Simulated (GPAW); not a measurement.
Runs of GPAW 26.7.0 on MoP. Symmetry: P-6m2, No. 187, hexagonal system. The conventional cell has a = 3.223 Å, b = 3.223 Å, c = 3.191 Å, α = 90.00°, β = 90.00°, γ = 120.00°. Around Mo (site symmetry -6m2) lie 6 P at 2.45 Å. P (site symmetry -6m2) has 6 Mo at 2.45 Å as nearest neighbours. 

| level | eigensolver | optimizer | fmax | max steps | gap on the mesh (eV) | pressure (GPa) | relaxed volume (Å³/atom) |
| --- | --- | --- | --- | --- | --- | --- | --- |
| OLYP | davidson | LBFGS | 0.02 eV/Å | 60 | none | 0.0 | 14.28 |
| BLYP+D3 | davidson | LBFGS | 0.05 eV/Å | 60 | none | -0.2 | 14.63 |
| BP86+D3 | - | BFGS | 0.05 eV/Å | 40 | none | 0.2 | (b) |
| PBEsol+D4 | - | FIRE | 0.02 eV/Å | 60 | none | -0.1 | 13.95 |
| AM05 | - | FIRE | 0.02 eV/Å | 40 | none | -0.1 | (a) |

Alike in all rows: task relaxation of cell and atoms; potentials or basis PAW data sets generated in the run's folder for this functional, pw; no spin polarisation; cell relaxed; k mesh 7 × 7 × 6; cutoff (eV) 600; smearing fermi-dirac 0.05 eV.

Task: Fill in the values left out.

Result: (a) 14.06; (b) 14.07.

Caveats: later steps reuse the first step's grids; pairwise dispersion overbinds metals, which lowers pressure and volume (some runs).

A k mesh can miss the band edges, and the runs leave out spin-orbit coupling on Mo.

A gap of «none» marks a metal or a gap under the smearing width.

Runs at the PBE level aren't shown here.
